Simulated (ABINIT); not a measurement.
Runs of ABINIT 10.8.3 (patched build) on InSe. The structure is trigonal, space group R3m (No. 160). Conventional cell: a = 4.000 Å, b = 4.000 Å, c = 25.320 Å, α = 90.00°, β = 90.00°, γ = 120.00°. Around In (site symmetry 3m) lie 3 Se at 2.63 Å and 1 In at 2.82 Å. Around In (site symmetry 3m) lie 3 Se at 2.64 Å and 1 In at 2.82 Å. Around Se (site symmetry 3m) lie 3 In at 2.63 Å. Se (site symmetry 3m) is surrounded by 3 In at 2.64 Å. 

```csv
task,level,potentials or basis,k mesh,cutoff (eV),fine-grid cutoff,mesh quality,gap on the mesh (eV),pressure (GPa),largest force (eV/Å)
single point,PBE,JTH PAW PBE v2.0,3 × 3 × 3,599,1197.3 eV,coarse,1.48,3.5,0.34
band structure,LDA-PZ,JTH PAW LDA v2.0 sp,8 × 8 × 8,408,816.342 eV,not flagged,0.24,-0.6,0.47
single point,PBEsol,JTH PAW PBE v2.0,5 × 5 × 5,599,1197.3 eV,not flagged,(b),0.2,(c)
single point,PBE,JTH PAW PBE v2.0,5 × 5 × 5,599,1197.3 eV,not flagged,0.96,2.8,0.36
band structure,LDA-VWN,JTH PAW LDA v2.0 sp,8 × 8 × 8,408,816.342 eV,not flagged,0.24,-0.7,0.46
band structure,LDA-Teter,JTH PAW LDA v2.0 sp,8 × 8 × 8,408,816.342 eV,not flagged,0.24,-0.6,0.47
single point,r2SCAN,JTH PAW PBE v2.0,3 × 3 × 3,707,1306.15 eV,coarse,(a),(d),0.24
single point,LDA,JTH PAW LDA v2.0,3 × 3 × 3,463,925.187 eV,coarse,1.40,-,0.20
```

Alike in all rows: no spin polarisation; cell as given; smearing fermi-dirac 0.05 eV.

**Question.** Fill in the values left out.

**Answer.** (a) 1.75; (b) 0.92; (c) 0.30; (d) 1.6.

Caveats: some runs use coarse meshes; spin-orbit coupling is left out, which moves the levels of the heavy elements; an odd mesh through Γ misses points on the zone boundary, where band edges often lie (some runs); this set keeps more shells in the core, which shifts pressures and gaps (some runs); the atomic spheres overlap (some runs); the PAW data sets were made with another functional, which shifts forces and pressure a little (some runs).

A k mesh can miss the band edges, and the runs leave out spin-orbit coupling on In, Se.

The runs don't all hold the same shells in valence.
